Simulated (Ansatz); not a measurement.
# MnO (Fm-3m) in Ansatz: a series of runs

Runs on MnO. Level: revPBE. Tasks: single point, equation of state.

Program: Ansatz 0.2.0. These are calculated values, not measurements. Logs are shortened: lines on timing, memory, paths and dates and some standing lists are left out, and cuts for length are marked.

## (1) Starting point

The structure is cubic, space group Fm-3m (No. 225). The conventional cell has a = 4.448 Å, b = 4.448 Å, c = 4.448 Å, α = 90.00°, β = 90.00°, γ = 90.00°. Mn (site symmetry m-3m) has 6 O at 2.22 Å as nearest neighbours. O (site symmetry m-3m) is surrounded by 6 Mn at 2.22 Å.

The cell is a database's computed one.

## (2) Single point, revPBE, collinear spin, ferromagnetic start, 10.34 Å³/atom (volume scaled by 0.94)

Contents of input.yaml:

```yaml
crystal:
  lattice:
    - [0.0, 2.1785090927, 2.1785090927]
    - [2.1785090927, 0.0, 2.1785090927]
    - [2.1785090927, 2.1785090927, 0.0]
  atoms:
    - { symbol: Mn, position: [0.0, 0.0, 0.0], spin: 4.0 }
    - { symbol: O, position: [0.5, 0.5, 0.5] }
hamiltonian:
  xc: revpbe
  pseudopotentials: { kind: paw }
magnetization:
  spin_polarized: true
kpoints:
  mp_grid: { grid: [10, 10, 10] }
scf:
  occupations: { method: fermi_dirac, width: 0.05 }
output:
  forces: true
  stress: true
  eigenvalues: true
```

Potentials or basis: Ansatz PAW.

Run with:

```bash
$ ansatz run input.yaml --threads 2 --pin off --max-ram 5120MiB --backend cpu --events-out ev --progress --plain --runs-dir out
```

The program printed:

```text
Warning: RAYON_NUM_THREADS=2 ignored (pool sized by the plan → 2); use --threads N
Engine: ansatz 0.2.0, aarch64-unknown-linux-gnu
Pseudopotentials: kind: paw
Pseudopotential: Mn, paw, valence charge 15, recommended cutoff 420 eV (normal), Mn.paw.azcp
Pseudopotential: O, paw, valence charge 6, recommended cutoff 420 eV (normal), O.paw.azcp
Functional definition: revPBE
  parameter kappa = 1.245
  parameter beta = 0.06672455060314922
  exchange = pbe_x(kappa = kappa, mu = beta*pi^2/3)
  correlation = pbe_c(beta = beta)
Crystal: 2 atoms, lattice volume = 20.678 Å³
Basis set: ecut = 420 eV, 411 PW (Γ), exchange–correlation on 48×48×48 points (8 copies of the dense FFT grid, shifted against one another)
Bands: 17, of which v1, the nominal top of the filled ones, is band 11 counted from 1 (10 counted from 0)
Symmetry: 48 space group operations
Space group: Fm-3m (ITA 225), of the structure as read, at distance tolerance 2.7e-5 Å
Magnetic group: BNS 225.116 (UNI 1618), of the structure as read, at distance tolerance 2.7e-5 Å
k-points: 47 of 1000
Non-local potential: Mn, projectors of the file, l = 0: 3, l = 1: 2, l = 2: 3, l = 3: 1
Non-local potential: O, projectors of the file, l = 0: 2, l = 1: 2, l = 2: 1
PAW form: soft (Blöchl's): semilocal exchange-correlation on the pseudo side does not see the compensation charge
PAW frozen core: Mn, regenerated for the run's functional, and the local potential with it (the file was generated under x = pbe(κ = 0.804, μ = 0.2195149727645171), c = pbe(β = 0.06672455060314922))
PAW frozen core: O, regenerated for the run's functional, and the local potential with it (the file was generated under x = pbe(κ = 0.804, μ = 0.2195149727645171), c = pbe(β = 0.06672455060314922))
PAW one-centre angular grid: Mn, 590 points (default); XC on 64 Gauss nodes
PAW one-centre angular grid: O, 110 points (default); XC on 64 Gauss nodes
Initial density: superposition of atomic densities (chi_scale 0.1, normalization cell, long waves kept (reshape's long-wave potential 0.00 eV rms))
Starting moments: Σ|m| = 4 μB on 1 of 2 sites
Initial wavefunctions: pseudopotential atomic-orbital guess
Functional: x = revpbe(κ = 1.245, μ = 0.2195149727645171), c = pbe(β = 0.06672455060314922)
SCF iter   1: F=—  HF=-4471.003752 eV  |F-HF|=—  |Δ(HF+E_count)|=         —  Δρ=1.40e-1 (↑1.40e-1 ↓6.08e-2)  dr2=5.36e0  dr2_m=7.15e-1  M=4.442 μB ∫|m|=4.442 μB  β_m=0.30  ethr=3.10e-3  ⟨swp⟩=3.5  Hψ=6465  notcnv=0
Mixer restart at iter 1: flushing history
preconditioner: auto → none  [metal: Δε(μ)=0.007 eV  Ē_g=13.140 eV  σ=0.050 eV  W_gap=0.03  n_scr=8 (ndim 8)  ℏωp=29.4 eV  f_vac=0.000  D(μ)=1.40/eV (n_scr^D=14)  sad-step TF]
SCF iter   2: F=—  HF=-4470.790441 eV  |F-HF|=—  |Δ(HF+E_count)|=   2.13e-1  Δρ=8.12e-2 (↑8.12e-2 ↓2.91e-2)  dr2=1.21e0  dr2_m=4.02e-1  M=4.597 μB ∫|m|=4.597 μB  β_m=0.45  ethr=3.10e-3  ⟨swp⟩=3.1  Hψ=3778  notcnv=0  defer=77
SCF iter   3: F=—  HF=-4470.813559 eV  |F-HF|=—  |Δ(HF+E_count)|=   2.31e-2  Δρ=1.72e-2 (↑1.49e-2 ↓1.72e-2)  dr2=1.56e-1  dr2_m=1.18e-2  M=4.564 μB ∫|m|=4.564 μB  β_m=0.48  ethr=3.10e-3  ⟨swp⟩=2.9  Hψ=3290  notcnv=0  defer=95
SCF iter   4: F=—  HF=-4470.769101 eV  |F-HF|=—  |Δ(HF+E_count)|=         —  Δρ=5.64e-3 (↑5.49e-3 ↓5.64e-3)  dr2=9.54e-3  dr2_m=2.60e-3  M=4.585 μB ∫|m|=4.585 μB  β_m=0.48  ethr=7.44e-4  ⟨swp⟩=2.4  Hψ=2815  notcnv=0  defer=97
Mixer restart at iter 4: flushing history
SCF iter   5: F=—  HF=-4470.784909 eV  |F-HF|=—  |Δ(HF+E_count)|=   1.58e-2  Δρ=5.21e-3 (↑5.21e-3 ↓2.95e-3)  dr2=5.18e-3  dr2_m=1.05e-3  M=4.603 μB ∫|m|=4.603 μB  β_m=0.60  ethr=4.54e-5  ⟨swp⟩=2.0  Hψ=2439  notcnv=0  defer=97
SCF iter   6: F=—  HF=-4470.802400 eV  |F-HF|=—  |Δ(HF+E_count)|=   1.75e-2  Δρ=2.71e-3 (↑2.71e-3 ↓2.25e-3)  dr2=6.86e-4  dr2_m=9.83e-4  M=4.621 μB ∫|m|=4.621 μB  β_m=0.76  ethr=2.47e-5  ⟨swp⟩=2.0  Hψ=2745  notcnv=0  defer=97
SCF iter   7: F=—  HF=-4470.808301 eV  |F-HF|=—  |Δ(HF+E_count)|=   5.90e-3  Δρ=1.73e-3 (↑1.27e-3 ↓1.73e-3)  dr2=1.31e-3  dr2_m=7.36e-5  M=4.628 μB ∫|m|=4.628 μB  β_m=0.85  ethr=3.27e-6  ⟨swp⟩=2.0  Hψ=3013  notcnv=0  defer=97
SCF iter   8: F=—  HF=-4470.809371 eV  |F-HF|=—  |Δ(HF+E_count)|=   1.07e-3  Δρ=1.90e-3 (↑1.90e-3 ↓6.07e-4)  dr2=3.68e-4  dr2_m=2.38e-4  M=4.644 μB ∫|m|=4.644 μB  β_m=0.72  ethr=3.27e-6  ⟨swp⟩=2.0  Hψ=3059  notcnv=0  defer=98
SCF iter   9: F=—  HF=-4470.809223 eV  |F-HF|=—  |Δ(HF+E_count)|=   1.48e-4  Δρ=3.01e-4 (↑3.01e-4 ↓7.23e-5)  dr2=1.55e-5  dr2_m=4.34e-6  M=4.642 μB ∫|m|=4.642 μB  β_m=0.86  ethr=1.75e-6  ⟨swp⟩=2.6  Hψ=2754  notcnv=0  defer=98
SCF iter  10: F=—  HF=-4470.809233 eV  |F-HF|=—  |Δ(HF+E_count)|=   1.09e-5  Δρ=8.55e-6 (↑8.55e-6 ↓5.37e-6)  dr2=3.36e-8  dr2_m=2.10e-9  M=4.642 μB ∫|m|=4.642 μB  β_m=0.93  ethr=7.38e-8  ⟨swp⟩=2.2  Hψ=2205  notcnv=0  defer=98
SCF iter  11: F=-4470.809233 eV  HF=-4470.809233 eV  |F-HF|=1.78e-8  |Δ(HF+E_count)|=   1.48e-8  Δρ=7.68e-6 (↑4.42e-6 ↓7.68e-6)  dr2=2.23e-8  dr2_m=2.07e-9  M=4.642 μB ∫|m|=4.642 μB  ethr=1.60e-10  ⟨swp⟩=4.4  Hψ=5917  notcnv=0
SCF 1 converged in 11 iterations: F = -4470.809233 eV  dr2 = 2.23e-8
SCF converged after 11 iterations
Magnetization: 4.6418 μB (12.8209 up, 8.1791 down)
Absolute magnetization: 4.6418 μB (∫|ρ↑−ρ↓|, with the PAW one-centre terms)
Spin contamination: 0.0137 ħ² per cell (⟨S²⟩ above its minimum at these occupations)
Per-site moments (μB) at R_I (Å): [(3.927653334769074, 0.89863500073875), (0.21986228760878268, 0.89863500073875)]
Free energy (F): -4470.809233 eV
Harris-Foulkes:  -4470.809233 eV  (|F-HF|=1.78e-8)
Internal energy: -4470.798776 eV  (E = F + TS)
E sigma→0 (E₀):  -4470.804005 eV
Entropy (-TS):   -0.010457 eV (-5.229 meV/atom)
Fermi energy:    14.710274 eV
--- Per-component energies (eV) ---
  E_band       = -225.517443
  E_kinetic    = 476.449797
  E_local      = -2161.172818  (includes V_loc(G=0)·N_el)
  E_nonlocal   = 301.489191
  E_hartree    = 870.108634
  E_xc         = -185.609820
  E_vxc        = -236.775058  (∫ρ·V_xc dr)
  E_paw        = -1470.459474  (= ΣΔE_a)
  E_vpaw       = -345.729627  (= ΣTr[D̂ρ^β])
  E_aug_tail   = 0.002350  (compensation charges beyond the density's cutoff)
  E_ewald      = -2301.555631
  E_core_change = -0.051005  (= ΣΔE_core)
  E_smearing   = -0.010457  (= −TS)
  E_closure    = 0.000000  (closes the sum)
  Σ components = -4470.809233   (vs F -4470.809233, Δ=0.00e0)
--- Forces (eV/Å), atoms counted from 1 ---
  atom   1  Mn    -0.00000000     0.00000000     0.00000000
  atom   2  O      0.00000000    -0.00000000     0.00000000
  max |Σ_I F_I| component: 2.05e-29 eV/Å
--- Stress (GPa, compression-positive) ---
       11.930770       0.000000       0.000000
       -0.000000      11.930770       0.000000
        0.000000      -0.000000      11.930770
  P = ⅓ Tr σ = 11.9308 GPa (119.308 kbar)
--- Band table (eV; the first three rows and the last of 94) ---
  k-point 0 ↑: bands = ["-67.0363", "-35.7300", "-35.7300", "-35.7300", "-6.2373", "10.5912", "10.5912", "10.5912", "11.3478", "11.3478", "11.3478", "11.9313", "11.9313", "14.3839", "28.7702", "31.3815", "31.3815"]
  k-point 1 ↑: bands = ["-67.0355", "-35.7380", "-35.7310", "-35.7310", "-6.1428", "9.7208", "10.0521", "10.0521", "11.4743", "11.4743", "11.6133", "12.4837", "12.4837", "15.0675", "27.7443", "31.0658", "31.0658"]
  k-point 2 ↑: bands = ["-67.0332", "-35.7589", "-35.7336", "-35.7336", "-5.8855", "8.3289", "9.2835", "9.2835", "11.7101", "11.7101", "11.9029", "13.3942", "13.3942", "16.3934", "25.8288", "29.8981", "29.8981"]
  k-point 46 ↓: bands = ["-62.3608", "-31.2025", "-31.1857", "-31.1685", "-4.6990", "8.2334", "8.8249", "9.0711", "15.3175", "16.3547", "16.8828", "17.1283", "17.6104", "23.8403", "24.2689", "25.1493", "28.1464"]
```

It took 2 s on 2 threads of Arm Neoverse V1, shared host; peak memory 0.3 GiB.

What came out:

| Property | Result |
| --- | --- |
| Free energy | -4470.8092 eV |
| Pressure | 11.9 GPa |
| Band gap on the k mesh | none (metal or under the smearing width) |
| Net moment | 4.64 μB per cell |
| Absolute moment | 4.64 μB per cell |
| Site moments | Mn +3.93; O +0.22 μB |

Caveat: the pressure holds a Pulay correction of +0.6 GPa for the finite cutoff; a cell with one magnetic atom can't hold antiferromagnetic order, which such compounds often take; semilocal functionals often make such compounds metallic where correlation or magnetic order opens a gap, which also shifts bond lengths; the PAW data sets come from PBE, with cores solved anew for the run's functional, which leaves a small shift of forces and pressure.

## (3) Single point, revPBE, collinear spin, ferromagnetic start, 10.56 Å³/atom (volume scaled by 0.96)

input.yaml: that of step 2 with these lines changed.

```diff
@@ -2,5 +2,5 @@
   lattice:
-    - [0.0, 2.1785090927, 2.1785090927]
-    - [2.1785090927, 0.0, 2.1785090927]
-    - [2.1785090927, 2.1785090927, 0.0]
+    - [0.0, 2.1938512115, 2.1938512115]
+    - [2.1938512115, 0.0, 2.1938512115]
+    - [2.1938512115, 2.1938512115, 0.0]
   atoms:
@@ -21 +21,5 @@
   eigenvalues: true
+  write_density: true
+  write_potential: true
+  elf: true
+  volumetric_format: npy
```

Potentials or basis: Ansatz PAW.

Run with:

```bash
$ ansatz run input.yaml --threads 2 --pin off --max-ram 5120MiB --backend cpu --events-out ev --progress --plain --runs-dir out
```

Run time: 2.4 s. Hardware: 2 threads of Arm Neoverse V1, shared host; peak memory 0.3 GiB.

It converged, with:

```yaml
Free_energy: -4470.8389 eV
Pressure: 9.9 GPa
Band_gap_on_the_k_mesh: none (metal or under the smearing width)
Net_moment: 4.74 μB per cell
Absolute_moment: 4.74 μB per cell
Site_moments: Mn +4.01; O +0.23 μB
```

Caveat: the pressure holds a Pulay correction of +0.6 GPa for the finite cutoff; a cell with one magnetic atom can't hold antiferromagnetic order, which such compounds often take; semilocal functionals often make such compounds metallic where correlation or magnetic order opens a gap, which also shifts bond lengths; the PAW data sets come from PBE, with cores solved anew for the run's functional, which leaves a small shift of forces and pressure.

## (4) Single point, revPBE, collinear spin, ferromagnetic start, 10.78 Å³/atom (volume scaled by 0.98)

input.yaml: that of step 3 with these lines changed.

```diff
@@ -2,5 +2,5 @@
   lattice:
-    - [0.0, 2.1938512115, 2.1938512115]
-    - [2.1938512115, 0.0, 2.1938512115]
-    - [2.1938512115, 2.1938512115, 0.0]
+    - [0.0, 2.208981698, 2.208981698]
+    - [2.208981698, 0.0, 2.208981698]
+    - [2.208981698, 2.208981698, 0.0]
   atoms:
```

Run with:

```bash
$ ansatz run input.yaml --threads 2 --pin off --max-ram 5120MiB --backend cpu --events-out ev --progress --plain --runs-dir out
```

Run time: 2.4 s. Hardware: 2 threads of Arm Neoverse V1, shared host; peak memory 0.3 GiB.

It converged, with:

- Free energy: -4470.8627 eV
- Pressure: 7.2 GPa
- Band gap on the k mesh: none (metal or under the smearing width)
- Net moment: 4.79 μB per cell
- Absolute moment: 4.79 μB per cell
- Site moments: Mn +4.06; O +0.23 μB

Caveat: the pressure holds a Pulay correction of +0.6 GPa for the finite cutoff; a cell with one magnetic atom can't hold antiferromagnetic order, which such compounds often take; semilocal functionals often make such compounds metallic where correlation or magnetic order opens a gap, which also shifts bond lengths; the PAW data sets come from PBE, with cores solved anew for the run's functional, which leaves a small shift of forces and pressure.

## (5) Single point, revPBE, collinear spin, ferromagnetic start, 11.00 Å³/atom

input.yaml: that of step 4 with these lines changed.

```diff
@@ -2,5 +2,5 @@
   lattice:
-    - [0.0, 2.208981698, 2.208981698]
-    - [2.208981698, 0.0, 2.208981698]
-    - [2.208981698, 2.208981698, 0.0]
+    - [0.0, 2.2239077028, 2.2239077028]
+    - [2.2239077028, 0.0, 2.2239077028]
+    - [2.2239077028, 2.2239077028, 0.0]
   atoms:
```

Run with:

```bash
$ ansatz run input.yaml --threads 2 --pin off --max-ram 5120MiB --backend cpu --events-out ev --progress --plain --runs-dir out
```

It took 2.4 s on 2 threads of Arm Neoverse V1, shared host; peak memory 0.31 GiB.

It converged, with:

```yaml
Free_energy: -4470.8782 eV
Pressure: 4.2 GPa
Band_gap_on_the_k_mesh: none (metal or under the smearing width)
Net_moment: 4.81 μB per cell
Absolute_moment: 4.81 μB per cell
Site_moments: Mn +4.09; O +0.23 μB
```

Caveat: the pressure holds a Pulay correction of +0.6 GPa for the finite cutoff; a cell with one magnetic atom can't hold antiferromagnetic order, which such compounds often take; semilocal functionals often make such compounds metallic where correlation or magnetic order opens a gap, which also shifts bond lengths; the PAW data sets come from PBE, with cores solved anew for the run's functional, which leaves a small shift of forces and pressure.

## (6) Single point, revPBE, collinear spin, ferromagnetic start, 11.22 Å³/atom (volume scaled by 1.02)

input.yaml: that of step 5 with these lines changed.

```diff
@@ -2,5 +2,5 @@
   lattice:
-    - [0.0, 2.2239077028, 2.2239077028]
-    - [2.2239077028, 0.0, 2.2239077028]
-    - [2.2239077028, 2.2239077028, 0.0]
+    - [0.0, 2.2386359976, 2.2386359976]
+    - [2.2386359976, 0.0, 2.2386359976]
+    - [2.2386359976, 2.2386359976, 0.0]
   atoms:
@@ -21,5 +21 @@
   eigenvalues: true
-  write_density: true
-  write_potential: true
-  elf: true
-  volumetric_format: npy
```

Potentials or basis: Ansatz PAW.

Run with:

```bash
$ ansatz run input.yaml --threads 2 --pin off --max-ram 5120MiB --backend cpu --events-out ev --progress --plain --runs-dir out
```

It took 2.4 s on 2 threads of Arm Neoverse V1, shared host; peak memory 0.31 GiB.

Results (log left out):

- Free energy: -4470.8862 eV
- Pressure: 1.8 GPa
- Band gap on the k mesh: none (metal or under the smearing width)
- Net moment: 4.85 μB per cell
- Absolute moment: 4.85 μB per cell
- Site moments: Mn +4.12; O +0.23 μB

Caveat: the pressure holds a Pulay correction of +0.6 GPa for the finite cutoff; a cell with one magnetic atom can't hold antiferromagnetic order, which such compounds often take; semilocal functionals often make such compounds metallic where correlation or magnetic order opens a gap, which also shifts bond lengths; the PAW data sets come from PBE, with cores solved anew for the run's functional, which leaves a small shift of forces and pressure.

## (7) Single point, revPBE, collinear spin, ferromagnetic start, 11.44 Å³/atom (volume scaled by 1.04)

input.yaml: that of step 6 with these lines changed.

```diff
@@ -2,5 +2,5 @@
   lattice:
-    - [0.0, 2.2386359976, 2.2386359976]
-    - [2.2386359976, 0.0, 2.2386359976]
-    - [2.2386359976, 2.2386359976, 0.0]
+    - [0.0, 2.2531730023, 2.2531730023]
+    - [2.2531730023, 0.0, 2.2531730023]
+    - [2.2531730023, 2.2531730023, 0.0]
   atoms:
@@ -21 +21,5 @@
   eigenvalues: true
+  write_density: true
+  write_potential: true
+  elf: true
+  volumetric_format: npy
```

Run with:

```bash
$ ansatz run input.yaml --threads 2 --pin off --max-ram 5120MiB --backend cpu --events-out ev --progress --plain --runs-dir out
```

It took 2.4 s on 2 threads of Arm Neoverse V1, shared host; peak memory 0.31 GiB.

It converged, with:

```yaml
Free_energy: -4470.8883 eV
Pressure: -0.2 GPa
Band_gap_on_the_k_mesh: none (metal or under the smearing width)
Net_moment: 4.89 μB per cell
Absolute_moment: 4.89 μB per cell
Site_moments: Mn +4.17; O +0.23 μB
```

Caveat: the pressure holds a Pulay correction of +0.6 GPa for the finite cutoff; a cell with one magnetic atom can't hold antiferromagnetic order, which such compounds often take; semilocal functionals often make such compounds metallic where correlation or magnetic order opens a gap, which also shifts bond lengths; the PAW data sets come from PBE, with cores solved anew for the run's functional, which leaves a small shift of forces and pressure.

## (8) Single point, revPBE, collinear spin, ferromagnetic start, 11.66 Å³/atom (volume scaled by 1.06)

input.yaml: that of step 7 with these lines changed.

```diff
@@ -2,5 +2,5 @@
   lattice:
-    - [0.0, 2.2531730023, 2.2531730023]
-    - [2.2531730023, 0.0, 2.2531730023]
-    - [2.2531730023, 2.2531730023, 0.0]
+    - [0.0, 2.2675248097, 2.2675248097]
+    - [2.2675248097, 0.0, 2.2675248097]
+    - [2.2675248097, 2.2675248097, 0.0]
   atoms:
@@ -21,5 +21 @@
   eigenvalues: true
-  write_density: true
-  write_potential: true
-  elf: true
-  volumetric_format: npy
```

Run with:

```bash
$ ansatz run input.yaml --threads 2 --pin off --max-ram 5120MiB --backend cpu --events-out ev --progress --plain --runs-dir out
```

Run time: 2.2 s. Hardware: 2 threads of Arm Neoverse V1, shared host; peak memory 0.3 GiB.

It converged, with:

```
Free energy            : -4470.8853 eV
Pressure               : -2.1 GPa
Band gap on the k mesh : none (metal or under the smearing width)
Net moment             : 4.93 μB per cell
Absolute moment        : 4.93 μB per cell
Site moments           : Mn +4.20; O +0.23 μB
```

Caveat: the pressure holds a Pulay correction of +0.5 GPa for the finite cutoff; a cell with one magnetic atom can't hold antiferromagnetic order, which such compounds often take; semilocal functionals often make such compounds metallic where correlation or magnetic order opens a gap, which also shifts bond lengths; the PAW data sets come from PBE, with cores solved anew for the run's functional, which leaves a small shift of forces and pressure.

## (9) Equation of state, revPBE, collinear spin, ferromagnetic start

Potentials or basis: Ansatz PAW.

No new run: the results of the series are fitted here.

What came out:

```
Equilibrium volume                      : 11.41 Å³/atom
Bulk modulus                            : 112 GPa
Pressure derivative of the bulk modulus : 2.8 (rough: it moves with the points fitted)
```

Energy against volume, from the lowest point:
```tsv
volume (Å³/atom)	energy (meV/atom)
10.339	39.54
10.559	24.68
10.779	12.82
10.999	5.03
11.219	1.05
11.439	0.00
11.659	1.52
```

Caveat: the potentials were made for another functional, which shifts forces and pressure; the fit is doubtful: noisy points or a state that changes with volume.
